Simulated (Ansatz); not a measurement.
# Al (Fm-3m) in Ansatz: a series of runs

One crystal, Al, is run at these levels: PBE+D4; tasks: single point, equation of state.

Program: Ansatz 0.2.0. These are calculated values, not measurements. Logs are shortened: lines on timing, memory, paths and dates and some standing lists are left out, and cuts for length are marked.

**The experiment to reproduce.**

From “The interpretation of polycrystalline coherent inelastic neutron scattering from aluminium”, 2013, pmc:3831299, for a bulk crystal of Al: bulk modulus 76.9 GPa.

The results are compared with them further down.

**1. The crystal as given**

Symmetry: Fm-3m, No. 225, cubic system. The conventional cell has a = 4.050 Å, b = 4.050 Å, c = 4.050 Å, α = 90.00°, β = 90.00°, γ = 90.00°. Al (site symmetry m-3m) has 12 Al at 2.86 Å as nearest neighbours.

**2. Single point, PBE+D4, 15.61 Å³/atom (volume scaled by 0.94)**

Contents of input.yaml:

```yaml
crystal:
  lattice:
    - [0.0, 1.9834708509, 1.9834708509]
    - [1.9834708509, 0.0, 1.9834708509]
    - [1.9834708509, 1.9834708509, 0.0]
  atoms:
    - { symbol: Al, position: [0.0, 0.0, 0.0] }
hamiltonian:
  xc: pbe
  pseudopotentials: { kind: paw }
  dispersion: d4
kpoints:
  mp_grid: { grid: [11, 11, 11] }
scf:
  occupations: { method: fermi_dirac, width: 0.05 }
output:
  forces: true
  stress: true
  eigenvalues: true
  write_density: true
  write_potential: true
  elf: true
  volumetric_format: npy
```

Potentials or basis: Ansatz PAW.

Command:

```sh
$ ansatz run input.yaml --threads 2 --pin off --max-ram 5120MiB --backend cpu --events-out ev --progress --plain --runs-dir out
```

Standard output:

```text
Warning: RAYON_NUM_THREADS=2 ignored (pool sized by the plan → 2); use --threads N
Engine: ansatz 0.2.0, x86_64-unknown-linux-gnu
Pseudopotentials: kind: paw
Pseudopotential: Al, paw, valence charge 3, recommended cutoff 420 eV (normal), Al.paw.azcp
Functional definition: PBE
  parameter kappa = 0.804
  parameter beta = 0.06672455060314922
  exchange = pbe_x(kappa = kappa, mu = beta*pi^2/3)
  correlation = pbe_c(beta = beta)
Crystal: 1 atoms, lattice volume = 15.607 Å³
Basis set: ecut = 420 eV, 307 PW (Γ), exchange–correlation on 40×40×40 points (8 copies of the dense FFT grid, shifted against one another)
Bands: 6, of which v1, the nominal top of the filled ones, is band 2 counted from 1 (1 counted from 0)
Symmetry: 48 space group operations
Space group: Fm-3m (ITA 225), of the structure as read, at distance tolerance 2.5e-5 Å
k-points: 56 of 1331
Non-local potential: Al, projectors of the file, l = 0: 2, l = 1: 2, l = 2: 1
PAW form: soft (Blöchl's): semilocal exchange-correlation on the pseudo side does not see the compensation charge
PAW one-centre angular grid: Al, 110 points (default); XC on 64 Gauss nodes
Initial density: superposition of atomic densities (neutral atoms: chi_scale 0, normalization atom), corrected by the library's trained network
Initial wavefunctions: pseudopotential atomic-orbital guess
Functional: x = pbe(κ = 0.804, μ = 0.2195149727645171), c = pbe(β = 0.06672455060314922)
SCF iter   1: F=—  HF=-537.861592 eV  |F-HF|=—  |Δ(HF+E_count)|=         —  Δρ=6.71e-4  dr2=3.88e-5  ethr=1.77e-3  ⟨swp⟩=4.9  Hψ=2933  notcnv=0
preconditioner: auto → none  [metal: Δε(μ)=0.075 eV  Ē_g=13.703 eV  σ=0.050 eV  W_gap=0.36  n_scr=0 (ndim 8)  ℏωp=16.3 eV  f_vac=0.000  D(μ)=0.51/eV (n_scr^D=0)]
SCF iter   2: F=—  HF=-537.861606 eV  |F-HF|=—  |Δ(HF+E_count)|=   1.38e-5  Δρ=3.35e-4  dr2=9.09e-6  ethr=1.29e-6  ⟨swp⟩=1.7  Hψ=825  notcnv=0
iter 3 did not close the SCF: its close was put off for the readings that it lacked (scf_convergence_deferred on its scf_iter line)
SCF iter   3: F=-537.861612 eV  HF=-537.861612 eV  |F-HF|=1.27e-8  |Δ(HF+E_count)|=   6.48e-6  Δρ=1.29e-5  dr2=9.94e-9  ethr=3.03e-7  ⟨swp⟩=1.8  Hψ=368  notcnv=0
iter 4 did not close the SCF: its close was put off for the readings that it lacked (scf_convergence_deferred on its scf_iter line)
SCF iter   4: F=-537.861612 eV  HF=-537.861612 eV  |F-HF|=5.91e-10  |Δ(HF+E_count)|=   1.15e-8  Δρ=3.35e-6  dr2=8.24e-10  ethr=3.31e-10  ⟨swp⟩=1.4  Hψ=340  notcnv=0
iter 5 did not close the SCF: its close was put off for the readings that it lacked (scf_convergence_deferred on its scf_iter line)
SCF iter   5: F=-537.861612 eV  HF=-537.861612 eV  |F-HF|=1.14e-13  |Δ(HF+E_count)|=  6.21e-10  Δρ=6.52e-8  dr2=3.67e-13  ethr=2.75e-11  ⟨swp⟩=1.3  Hψ=334  notcnv=0
SCF iter   6: F=-537.861612 eV  HF=-537.861612 eV  |F-HF|=1.14e-13  |Δ(HF+E_count)|=  5.68e-13  Δρ=1.04e-8  dr2=1.50e-14  ethr=1.00e-12  ⟨swp⟩=3.9  Hψ=1247  notcnv=0
SCF 1 converged in 6 iterations: F = -537.861612 eV  dr2 = 1.50e-14
SCF converged after 6 iterations
Free energy (F): -537.861612 eV
Harris-Foulkes:  -537.861612 eV  (|F-HF|=1.14e-13)
Internal energy: -537.857714 eV  (E = F + TS)
E sigma→0 (E₀):  -537.859663 eV
Entropy (-TS):   -0.003898 eV (-3.898 meV/atom)
Fermi energy:    8.532320 eV
--- Per-component energies (eV) ---
  E_band       = 11.866529
  E_kinetic    = 23.621733
  E_local      = 10.750778  (includes V_loc(G=0)·N_el)
  E_nonlocal   = 10.453825
  E_hartree    = 0.115039
  E_xc         = -40.105529
  E_vxc        = -29.442535  (∫ρ·V_xc dr)
  E_paw        = -467.438853  (= ΣΔE_a)
  E_vpaw       = -3.747350  (= ΣTr[D̂ρ^β])
  E_aug_tail   = -0.000002  (compensation charges beyond the density's cutoff)
  E_ewald      = -74.891887
  E_disp       = -0.362819  (pairwise vdW)
  E_smearing   = -0.003898  (= −TS)
  E_closure    = 0.000000  (closes the sum)
  Σ components = -537.861612   (vs F -537.861612, Δ=0.00e0)
--- Forces (eV/Å), atoms counted from 1 ---
  atom   1  Al     0.00000000     0.00000000     0.00000000
  max |Σ_I F_I| component: 8.22e-33 eV/Å
--- Stress (GPa, compression-positive) ---
        1.474631      -0.000000       0.000000
        0.000000       1.474631       0.000000
        0.000000       0.000000       1.474631
  P = ⅓ Tr σ = 1.4746 GPa (14.746 kbar)
--- Band table (eV; the first three rows and the last of 56) ---
  k-point 0: bands = ["-2.9809", "21.3646", "21.3646", "21.3646", "23.3984", "23.3984"]
  k-point 1: bands = ["-2.7480", "18.5015", "20.8300", "20.8300", "23.9098", "24.2908"]
  k-point 2: bands = ["-2.0519", "14.7585", "20.1402", "20.1402", "23.6141", "25.0163"]
  k-point 55: bands = ["7.0593", "7.3191", "8.8462", "10.9210", "22.9095", "25.9623"]
```

Run time: 0.66 s. Hardware: 2 threads of AMD EPYC 7R43 (Zen 3), shared host; peak memory 0.31 GiB.

Results:

| Quantity | Value |
| --- | --- |
| Free energy | -537.8616 eV |
| Pressure | 1.5 GPa |
| Band gap on the k mesh | none (metal or under the smearing width) |

Caveat: pairwise dispersion overbinds metals, which lowers pressure and volume.

**3. Single point, PBE+D4, 15.94 Å³/atom (volume scaled by 0.96)**

Contents of input.yaml:

```yaml
crystal:
  lattice:
    - [0.0, 1.9974394157, 1.9974394157]
    - [1.9974394157, 0.0, 1.9974394157]
    - [1.9974394157, 1.9974394157, 0.0]
  atoms:
    - { symbol: Al, position: [0.0, 0.0, 0.0] }
hamiltonian:
  xc: pbe
  pseudopotentials: { kind: paw }
  dispersion: d4
kpoints:
  mp_grid: { grid: [11, 11, 11] }
scf:
  occupations: { method: fermi_dirac, width: 0.05 }
output:
  forces: true
  stress: true
  eigenvalues: true
```

Potentials or basis: Ansatz PAW.

Command:

```sh
$ ansatz run input.yaml --threads 2 --pin off --max-ram 5120MiB --backend cpu --events-out ev --progress --plain --runs-dir out
```

Run time: 0.56 s. Hardware: 2 threads of AMD EPYC 7R43 (Zen 3), shared host; peak memory 0.3 GiB.

The run converged. Its results:

| Property | Result |
| --- | --- |
| Free energy | -537.8627 eV |
| Pressure | -0.4 GPa |
| Band gap on the k mesh | none (metal or under the smearing width) |

Caveat: pairwise dispersion overbinds metals, which lowers pressure and volume.

**4. Single point, PBE+D4, 16.27 Å³/atom (volume scaled by 0.98)**

Changes to input.yaml since step 3:

```diff
@@ -2,5 +2,5 @@
   lattice:
-    - [0.0, 1.9974394157, 1.9974394157]
-    - [1.9974394157, 0.0, 1.9974394157]
-    - [1.9974394157, 1.9974394157, 0.0]
+    - [0.0, 2.0112152952, 2.0112152952]
+    - [2.0112152952, 0.0, 2.0112152952]
+    - [2.0112152952, 2.0112152952, 0.0]
   atoms:
```

Command:

```sh
$ ansatz run input.yaml --threads 2 --pin off --max-ram 5120MiB --backend cpu --events-out ev --progress --plain --runs-dir out
```

Wall time 0.72 s (2 threads of AMD EPYC 7R43 (Zen 3), shared host); peak memory 0.28 GiB.

It converged, with:

```yaml
Free_energy: -537.8601 eV
Pressure: -2.1 GPa
Band_gap_on_the_k_mesh: none (metal or under the smearing width)
```

Caveat: pairwise dispersion overbinds metals, which lowers pressure and volume.

**5. Single point, PBE+D4, 16.60 Å³/atom**

Changes to input.yaml since step 4:

```diff
@@ -2,5 +2,5 @@
   lattice:
-    - [0.0, 2.0112152952, 2.0112152952]
-    - [2.0112152952, 0.0, 2.0112152952]
-    - [2.0112152952, 2.0112152952, 0.0]
+    - [0.0, 2.024805, 2.024805]
+    - [2.024805, 0.0, 2.024805]
+    - [2.024805, 2.024805, 0.0]
   atoms:
@@ -19 +19,5 @@
   eigenvalues: true
+  write_density: true
+  write_potential: true
+  elf: true
+  volumetric_format: npy
```

Command:

```sh
$ ansatz run input.yaml --threads 2 --pin off --max-ram 5120MiB --backend cpu --events-out ev --progress --plain --runs-dir out
```

It took 0.6 s on 2 threads of AMD EPYC 7R43 (Zen 3), shared host; peak memory 0.31 GiB.

The run converged. Its results:

| Property | Result |
| --- | --- |
| Free energy | -537.8542 eV |
| Pressure | -3.6 GPa |
| Band gap on the k mesh | none (metal or under the smearing width) |

Caveat: pairwise dispersion overbinds metals, which lowers pressure and volume.

**6. Single point, PBE+D4, 16.93 Å³/atom (volume scaled by 1.02)**

Changes to input.yaml since step 5:

```diff
@@ -2,5 +2,5 @@
   lattice:
-    - [0.0, 2.024805, 2.024805]
-    - [2.024805, 0.0, 2.024805]
-    - [2.024805, 2.024805, 0.0]
+    - [0.0, 2.0382146954, 2.0382146954]
+    - [2.0382146954, 0.0, 2.0382146954]
+    - [2.0382146954, 2.0382146954, 0.0]
   atoms:
```

Potentials or basis: Ansatz PAW.

Command:

```sh
$ ansatz run input.yaml --threads 2 --pin off --max-ram 5120MiB --backend cpu --events-out ev --progress --plain --runs-dir out
```

Wall time 0.61 s (2 threads of AMD EPYC 7R43 (Zen 3), shared host); peak memory 0.3 GiB.

It converged, with:

* Free energy: -537.8453 eV
* Pressure: -4.9 GPa
* Band gap on the k mesh: none (metal or under the smearing width)

Caveat: pairwise dispersion overbinds metals, which lowers pressure and volume.

**7. Single point, PBE+D4, 17.27 Å³/atom (volume scaled by 1.04)**

Contents of input.yaml:

```yaml
crystal:
  lattice:
    - [0.0, 2.0514502267, 2.0514502267]
    - [2.0514502267, 0.0, 2.0514502267]
    - [2.0514502267, 2.0514502267, 0.0]
  atoms:
    - { symbol: Al, position: [0.0, 0.0, 0.0] }
hamiltonian:
  xc: pbe
  pseudopotentials: { kind: paw }
  dispersion: d4
kpoints:
  mp_grid: { grid: [11, 11, 11] }
scf:
  occupations: { method: fermi_dirac, width: 0.05 }
output:
  forces: true
  stress: true
  eigenvalues: true
```

Command:

```sh
$ ansatz run input.yaml --threads 2 --pin off --max-ram 5120MiB --backend cpu --events-out ev --progress --plain --runs-dir out
```

Run time: 0.84 s. Hardware: 2 threads of AMD EPYC 7R43 (Zen 3), shared host; peak memory 0.29 GiB.

The run converged. Its results:

```
Free energy            : -537.8338 eV
Pressure               : -6.1 GPa
Band gap on the k mesh : none (metal or under the smearing width)
```

Caveat: pairwise dispersion overbinds metals, which lowers pressure and volume.

**8. Single point, PBE+D4, 17.60 Å³/atom (volume scaled by 1.06)**

Changes to input.yaml since step 7:

```diff
@@ -2,5 +2,5 @@
   lattice:
-    - [0.0, 2.0514502267, 2.0514502267]
-    - [2.0514502267, 0.0, 2.0514502267]
-    - [2.0514502267, 2.0514502267, 0.0]
+    - [0.0, 2.0645171409, 2.0645171409]
+    - [2.0645171409, 0.0, 2.0645171409]
+    - [2.0645171409, 2.0645171409, 0.0]
   atoms:
```

Command:

```sh
$ ansatz run input.yaml --threads 2 --pin off --max-ram 5120MiB --backend cpu --events-out ev --progress --plain --runs-dir out
```

It took 0.74 s on 2 threads of AMD EPYC 7R43 (Zen 3), shared host; peak memory 0.3 GiB.

The run converged. Its results:

```yaml
Free_energy: -537.8199 eV
Pressure: -7.2 GPa
Band_gap_on_the_k_mesh: none (metal or under the smearing width)
```

Caveat: pairwise dispersion overbinds metals, which lowers pressure and volume.

**9. Equation of state, PBE+D4**

Potentials or basis: Ansatz PAW.

This step only gathers the single runs of the series.

What came out:

| Item | Value |
| --- | --- |
| Equilibrium volume | 15.86 Å³/atom |
| Bulk modulus | 87 GPa |
| Pressure derivative of the bulk modulus | 4.5 |

Energy against volume, from the lowest point:
```tsv
volume (Å³/atom)	energy (meV/atom)
15.607	1.07
15.939	0.00
16.271	2.61
16.603	8.53
16.935	17.41
17.267	28.90
17.599	42.74
```

**10. How close it comes**

Step 9. Measured bulk modulus of Al: 76.9 GPa (quoted in “The interpretation of polycrystalline coherent inelastic neutron scattering from aluminium”, 2013, pmc:3831299). This calculation gives 87 GPa (+13.7 %). The fit is for a static lattice scaled at fixed shape and fixed fractional positions. The cell as given is a measured one (16.60 Å³/atom); PBE+D4 puts the equilibrium volume -4.4 % from it, thermal expansion not counted.
